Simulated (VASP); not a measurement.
# K in VASP: settings compared

Aim: see how the results for K move with the level of theory and the settings. Levels: PBE, LDA. Tasks: relaxation of the atoms.

Program: VASP 6.6.1. These are calculated values, not measurements. Logs are shortened: lines on timing, memory, paths and dates and some standing lists are left out, and cuts for length are marked.

## (1) The structure

The cell holds a slab with vacuum, 5 atoms: a = 4.762 Å, b = 4.762 Å, c = 30.660 Å, α = 90.00°, β = 90.00°, γ = 120.00°.

The slab is cut from a database's or a generator's crystal, which needn't be the stable form of the element.

## (2) Relaxation of the atoms, PBE

Contents of INCAR:

```
SYSTEM = K
  PREC = Accurate
  ENCUT = 600
  EDIFF = 1E-6
  ISMEAR = -1
  SIGMA = 0.05
  LREAL = .FALSE.
  LASPH = .TRUE.
  NELM = 80
  ALGO = Normal
  ISIF = 2
  LWAVE = .FALSE.
  LCHARG = .FALSE.
  LDIPOL = .TRUE.
  IDIPOL = 3
  DIPOL = 0.5 0.5 0.500
  GGA = PE
  IBRION = 2
  NSW = 60
  EDIFFG = -0.01
```

Contents of KPOINTS:

```
regular mesh
0
G
  5 5 1
  0 0 0
```

Contents of POSCAR:

```
K
1.0
    4.7623960204      0.0000000000      0.0000000000
   -2.3811980102      4.1243559365      0.0000000000
    0.0000000000      0.0000000000     30.6599426400
K
5
Selective dynamics
Direct
    0.6666666700      0.3333333400      0.2446188529  F F F
    0.3333333300      0.6666666600      0.3723094265  F F F
    0.6666666700      0.3333333400      0.5000000000  T T T
    0.3333333300      0.6666666600      0.6276905735  T T T
    0.6666666700      0.3333333400      0.7553811471  T T T
```

Potentials or basis: VASP PAW PBE potentials, release 64 (K_sv_GW).

The run is started by

```console
$ cat potpaw_PBE.64/K_sv_GW/POTCAR > POTCAR
$ mpirun -np 1 vasp_std > vasp.out
```

OUTCAR:

```text
SYSTEM = K
   PREC = Accurate
   ENCUT = 600
   EDIFF = 1E-6
   ISMEAR = -1
   LREAL = .FALSE.
   LASPH = .TRUE.
   NELM = 80
   ISIF = 2
   GGA = PE
   IBRION = 2
   NSW = 60
   EDIFFG = -0.01

 ion  position               nearest neighbor table
   1  0.667  0.333  0.245-
   2  0.333  0.667  0.372-
   3  0.667  0.333  0.500-
   4  0.333  0.667  0.628-
   5  0.667  0.333  0.755-

  LATTYP: Found a hexagonal cell.
 ALAT       =     4.7623960204
 C/A-ratio  =     6.4379237906

  Lattice vectors:

 A1 = (   4.7623960204,   0.0000000000,   0.0000000000)
 A2 = (  -2.3811980102,   4.1243559365,   0.0000000000)
 A3 = (   0.0000000000,   0.0000000000,  30.6599426400)

Analysis of symmetry for initial positions (statically):
=====================================================================
 Subroutine PRICEL returns:
 Original cell was already a primitive cell.

 Routine SETGRP: Setting up the symmetry group for a
 hexagonal supercell.

 Subroutine GETGRP returns: Found 12 space group operations
 (whereof 12 operations were pure point group operations)
 out of a pool of 24 trial point group operations.

The static configuration has the point symmetry D_3h.

Analysis of symmetry for dynamics (positions and initial velocities):
=====================================================================
 Subroutine PRICEL returns:
 Original cell was already a primitive cell.

 Routine SETGRP: Setting up the symmetry group for a
 hexagonal supercell.

 Subroutine GETGRP returns: Found 12 space group operations
 (whereof 12 operations were pure point group operations)
 out of a pool of 24 trial point group operations.

The dynamic configuration has the point symmetry D_3h.

Analysis of constrained symmetry for selective dynamics:
=====================================================================
 Subroutine PRICEL returns:
 Original cell was already a primitive cell.

 Routine SETGRP: Setting up the symmetry group for a
 hexagonal supercell.

 Subroutine GETGRP returns: Found  6 space group operations
 (whereof  6 operations were pure point group operations)
 out of a pool of 24 trial point group operations.

The constrained configuration has the point symmetry C_3v.

 Subroutine INISYM returns: Found  6 space group operations
 (whereof  6 operations are pure point group operations),
 and found     1 'primitive' translations

----------------------------------------------------------------------------------------

                                     Primitive cell

  volume of cell :     602.2170

  direct lattice vectors                    reciprocal lattice vectors
     4.762396020  0.000000000  0.000000000     0.209978338  0.121231050  0.000000000
    -2.381198010  4.124355936  0.000000000     0.000000000  0.242462100  0.000000000
     0.000000000  0.000000000 30.659942640     0.000000000  0.000000000  0.032615847

  length of vectors
     4.762396020  4.762396020 30.659942640     0.242462100  0.242462100  0.032615847

  position of ions in fractional coordinates (direct lattice)
     0.666666670  0.333333340  0.244618853
     0.333333330  0.666666660  0.372309427
     0.666666670  0.333333340  0.500000000
     0.333333330  0.666666660  0.627690573
     0.666666670  0.333333340  0.755381147

  ion indices of the primitive-cell ions
   primitive index   ion index
                 1           1
                 2           2
                 3           3
                 4           4
                 5           5

----------------------------------------------------------------------------------------

 KPOINTS: regular mesh

Automatic generation of k-mesh.
 Grid dimensions read from file:
 generate k-points for:    5    5    1

 Generating k-lattice:

  Cartesian coordinates                     Fractional coordinates (reciprocal lattice)
     0.041995668  0.024246210  0.000000000     0.200000000  0.000000000  0.000000000
     0.000000000  0.048492420  0.000000000     0.000000000  0.200000000  0.000000000
     0.000000000  0.000000000  0.032615847     0.000000000  0.000000000  1.000000000

  Length of vectors
     0.048492420  0.048492420  0.032615847

  Shift w.r.t. Gamma in fractional coordinates (k-lattice)
     0.000000000  0.000000000  0.000000000

 Subroutine IBZKPT returns following result:
 ===========================================

 Found      5 irreducible k-points:

 Following reciprocal coordinates:
            Coordinates               Weight
  0.000000  0.000000  0.000000      1.000000
  0.200000  0.000000  0.000000      6.000000
  0.400000  0.000000  0.000000      6.000000
  0.200000  0.200000  0.000000      6.000000
  0.400000  0.200000  0.000000      6.000000
   k-points           NKPTS =      5   k-points in BZ     NKDIM =      5   number of bands    NBANDS=     27
   number of dos      NEDOS =    301   number of ions     NIONS =      5
   total plane-waves  NPLWV = 400000
   dimension x,y,z NGX =    40 NGY =   40 NGZ =  250
   dimension x,y,z NGXF=    80 NGYF=   80 NGZF=  500
   ions per type =               5
   NGX,Y,Z   is equivalent  to a cutoff of  13.96, 13.96, 13.56 a.u.
   NGXF,Y,Z  is equivalent  to a cutoff of  27.93, 27.93, 27.11 a.u.
 SYSTEM =  K
   PREC   = accura    normal or accurate (medium, high low for compatibility)
   ISTART =      0    job   : 0-new  1-cont  2-samecut
   ICHARG =      2    charge: 1-file 2-atom 10-const
   ISPIN  =      1    spin polarized calculation?
   LNONCOLLINEAR =      F non collinear calculations
   LSORBIT =      F    spin-orbit coupling
   LASPH  =      T    aspherical Exc in radial PAW
   ENCUT  =  600.0 eV  44.10 Ry    6.64 a.u.   9.51  9.51 61.24*2*pi/ulx,y,z
   NELM   =     80;   NELMIN=  2; NELMDL= -5     # of ELM steps
   EDIFF  = 0.1E-05   stopping-criterion for ELM
   LREAL  =      F    real-space projection
   EDIFFG = -.1E-01   stopping-criterion for IOM
   NSW    =     60    number of steps for IOM
   IBRION =      2    ionic relax: 0-MD 1-quasi-New 2-CG
   NFREE  =      1    steps in history (QN), initial steepest desc. (CG)
   ISIF   =      2    stress and relaxation
   ISYM   =      2    0-nonsym 1-usesym 2-fastsym
   POTIM  = 0.5000    time-step for ionic-motion
   TEBEG  =    0.0;   TEEND  =   0.0 temperature during run
   PSTRESS=    0.0 pullay stress
   NELECT =      45.0000    total number of electrons
   NUPDOWN=      -1.0000    fix difference up-down
   EMIN   =  10.00;   EMAX   =-10.00  energy-range for DOS
   EFERMI =   0.00;   METHOD = LEGACY
   ISMEAR =    -1;   SIGMA  =   0.05  broadening in eV -4-tet -1-fermi 0-gaus
   EFERMI_NEDOS =   21; number of points for ismear=-14 and -15
   IALGO  =     38    algorithm
   IMIX   =      4    mixing-type and parameters
     AMIX     =   0.40;   BMIX     =  1.00
     AMIX_MAG =   1.60;   BMIX_MAG =  1.00
  volume/ion in A,a.u.               =     120.44       812.79
  Fermi-wavevector in a.u.,A,eV,Ry     =   0.689543  1.303047  6.469156  0.475470
  Thomas-Fermi vector in A             =   1.770658
   LORBIT       =      0    0 simple, 1 ext, 2 COOP (PROOUT), +10 PAW based schemes
   GGA     = PE    functional components
   LHFCALC =     F    Hartree Fock is set to
   AEXX    =    0.0000 exact exchange contribution
   IVDW    =     0    specifies the selected vdW correction
   LEPSILON=     F    determine dielectric tensor
   LRPA    =     F    only Hartree local field effects (RPA)
 conjugate gradient relaxation of ions
 non-spin polarized calculation
  energy-cutoff  :      600.00
  volume of cell :      602.22
 maximum number of plane-waves:     20199
 NGX is ok and might be reduce to    40
   NGX = 19   NGY = 19   NGZ =123

--------------------------------------- Ionic step        1  -------------------------------------------

 number of electron      45.0000000 magnetization

 Free energy of the ion-electron system (eV)
  ---------------------------------------------------
  ext. energy  EPLUGINS =         0.00000000
  ---------------------------------------------------
  free energy    TOTEN  =       -17.35866637 eV

  energy without entropy =      -17.32813288  energy(sigma->0) =      -17.34339962

------------------------ aborting loop because EDIFF is reached ----------------------------------------

  FORCE on cell =-STRESS in cart. coord.  units (eV):
  Direction    XX          YY          ZZ          XY          YZ          ZX
  --------------------------------------------------------------------------------------
  -------------------------------------------------------------------------------------
  Total       -0.3694353     -0.3694353     -0.5502921      0.0000000      0.0000000      0.0000000
  in kB       -0.9828698     -0.9828698     -1.4640330      0.0000000      0.0000000      0.0000000
  external PRESSURE =      -1.1432575 kB  Pullay stress =       0.0000000 kB
[... 98 lines left out ...]
  FREE ENERGIE OF THE ION-ELECTRON SYSTEM (eV)
  ---------------------------------------------------
  free  energy   TOTEN  =       -17.3593490030 eV

  energy  without entropy=      -17.3289407785  energy(sigma->0) =      -17.34414489

 vacuum level on the upper side and lower side of the slab       (xc-potential included)         0.044         0.705

[... ionic steps 4 to 15 ...]

--------------------------------------- Ionic step       16  -------------------------------------------

 number of electron      45.0000000 magnetization

------------------------ aborting loop because EDIFF is reached ----------------------------------------

  FORCE on cell =-STRESS in cart. coord.  units (eV):
  Direction    XX          YY          ZZ          XY          YZ          ZX
  --------------------------------------------------------------------------------------
  -------------------------------------------------------------------------------------
  Total       -0.3151853     -0.3151853     -0.2041509      0.0000000      0.0000000      0.0000000
  in kB       -0.8385396     -0.8385396     -0.5431363      0.0000000      0.0000000      0.0000000
  external PRESSURE =      -0.7400719 kB  Pullay stress =       0.0000000 kB
[... 61 lines left out ...]
  FREE ENERGIE OF THE ION-ELECTRON SYSTEM (eV)
  ---------------------------------------------------
  free  energy   TOTEN  =       -17.3652417114 eV

  energy  without entropy=      -17.3375350106  energy(sigma->0) =      -17.35138836

 dipolmoment           0.000000      0.000000      0.001710 electrons x Angstroem

--------------------------------------- Ionic step       18  -------------------------------------------

 number of electron      45.0000000 magnetization

 dipolmoment           0.000000      0.000000     -0.003180 electrons x Angstroem

 Free energy of the ion-electron system (eV)
  ---------------------------------------------------
  ext. energy  EPLUGINS =         0.00000000
  ---------------------------------------------------
  free energy    TOTEN  =       -17.36546646 eV

  energy without entropy =      -17.33784240  energy(sigma->0) =      -17.35165443

 E-fermi :  -0.1965     XC(G=0):  -3.8853

 val. band max:       -0.4469419707   @ k =   0.0000   0.0000   0.0000
 cond. band min:      -0.1904263416   @ k =   0.4000   0.0000   0.0000
 fundamental gap:      0.2565156292
 Fermi energy:        -0.1965400637

 k-point     1 :       0.0000    0.0000    0.0000
  band No.  band energies     occupation
      1     -32.5239      2.00000
      2     -32.5223      2.00000
      3     -32.4110      2.00000
      4     -32.4090      2.00000
      5     -32.4058      2.00000
      6     -16.0252      2.00000
[... 173 lines left out ...]
  FREE ENERGIE OF THE ION-ELECTRON SYSTEM (eV)
  ---------------------------------------------------
  free  energy   TOTEN  =       -17.3654664550 eV

  energy  without entropy=      -17.3378423967  energy(sigma->0) =      -17.35165443

 reached required accuracy - stopping structural energy minimisation

 vacuum level on the upper side and lower side of the slab         2.077         2.106
```

Wall time 25 min (1 thread of Intel Xeon 6975P-C (Granite Rapids), shared host); peak memory 0.87 GiB.

Results:

* Free energy: -17.3655 eV
* Energy gained by relaxing: 1.4 meV/atom
* Ionic steps: 18
* Band gap on the k mesh: none (metal or under the smearing width)

The path:
```
step  energy change (eV)  largest force (eV/Å)  pressure (GPa)
   1              0.0000                0.0555           -0.11
   2             -0.0002                0.0505           -0.11
   3             -0.0007                0.0502           -0.11
   4             -0.0016                0.0501           -0.11
   5             -0.0030                0.0498           -0.11
   6             -0.0038                0.0495           -0.10
   7             -0.0039                0.0492           -0.10
   8             -0.0038                0.0494           -0.10
   9             -0.0039                0.0489           -0.10
  10             -0.0040                0.0499           -0.10
  11             -0.0045                0.0501           -0.10
  12             -0.0049                0.0509           -0.10
  13             -0.0049                0.0516           -0.09
  14             -0.0052                0.0501           -0.09
  15             -0.0058                0.0509           -0.09
  16             -0.0062                0.0501           -0.07
  17             -0.0066                0.0491           -0.07
  18             -0.0068                0.0491           -0.07
```

Final structure:
```
K
1.0
     4.76240    0.00000    0.00000
    -2.38120    4.12436    0.00000
     0.00000    0.00000   30.65994
K
5
Direct
  0.66667 0.33333 0.24462
  0.33333 0.66667 0.37231
  0.66667 0.33333 0.49692
  0.33333 0.66667 0.62200
  0.66667 0.33333 0.74265
```

Levels at points of the mesh, in eV from the Fermi level:
```csv
k point,band 20,band 21,band 22,band 23,band 24,band 25,band 26,band 27
"(0.00, 0.00, 0.00)",-15.67,-2.11,-1.84,-1.44,-0.90,-0.25,0.54,1.06
```

(Part 1 of 3 ends here.)
